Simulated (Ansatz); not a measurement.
The system is K.

```
K
1.0
    -2.69756    2.69756    2.69756
     2.69756   -2.69756    2.69756
     2.69756    2.69756   -2.69756
K
1
Direct
  0.00000 0.00000 0.00000
```

* Program: Ansatz 0.2.0
* Task: phonons
* Functional: B88-PBE
* Potentials or basis: all-electron LAPW, point nuclei
* Cutoff: 69 eV (chosen from the basis error)
* Basis error allowed: 0.00025 eV/atom
* k mesh: 6 × 6 × 6
* Occupations: gaussian, width 0.05 eV
* Spin: collinear spin, ferromagnetic start
* Starting moments: [0.5] μB
* Phonon path: ["G", "H", "N", "G", "P", "H"]

**Question.** Is this structure dynamically stable at this level, and how far does the spectrum reach?

**Answer.** Yes, as far as this q mesh shows: no mode on the path is imaginary. The highest frequency is 68 cm⁻¹.

A q mesh this small can miss soft modes between its points.
